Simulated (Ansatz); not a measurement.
**TiCo3 under changes of volume**

One of the cells (11.384 Å³/atom); the others are scaled copies at fixed shape and fractional positions:

```
CELL_PARAMETERS angstrom
3.57100 0.00000 0.00000
0.00000 3.57100 0.00000
0.00000 0.00000 3.57100
ATOMIC_POSITIONS crystal
Co 0.50000 0.50000 0.00000
Co 0.50000 0.00000 0.50000
Co 0.00000 0.50000 0.50000
Ti 0.00000 0.00000 0.00000
```

- Program: Ansatz 0.2.0
- Functional: PBEsol
- Potentials or basis: all-electron LAPW, scalar-relativistic
- Cutoff: 276 eV (chosen from the basis error)
- Basis error allowed: 0.002 eV/atom
- k mesh: 8 × 8 × 8
- Occupations: fermi-dirac, width 0.05 eV
- Spin: collinear spin, ferromagnetic start
- Starting moments: [2.0, 2.0, 2.0, 1.0] μB

```csv
volume (Å³/atom),energy over the lowest point (meV/atom),pressure (GPa),moment (μB per cell)
10.701,5.04,6.2,0.47
10.929,0.00,1.0,0.63
11.157,2.01,-3.7,0.77
11.384,8.73,-3.9,2.51
11.612,?,?,?
11.840,29.72,-10.9,2.66
12.067,47.47,-14.0,2.70
```

**Question.** What does the run at 11.612 Å³/atom give?

**Answer.** Energy over the lowest point 16.65 meV/atom; pressure -7.5 GPa; moment 2.60 μB per cell.

Worked out: A Birch-Murnaghan fit of order 3 (a polynomial in V^(-2/3)) to the other rows has its minimum at 10.98 Å³/atom with B0 = V·E''(V) = 168 GPa and B' = 5.0. It gives 17.45 meV/atom at 11.612 Å³/atom, against the run's 16.65, and -dE/dV = -8.1 GPa, against -7.5. The moment follows no smooth curve through the other rows.

Energies are extrapolated to zero smearing.

Caveats: the starting moments weren't kept.
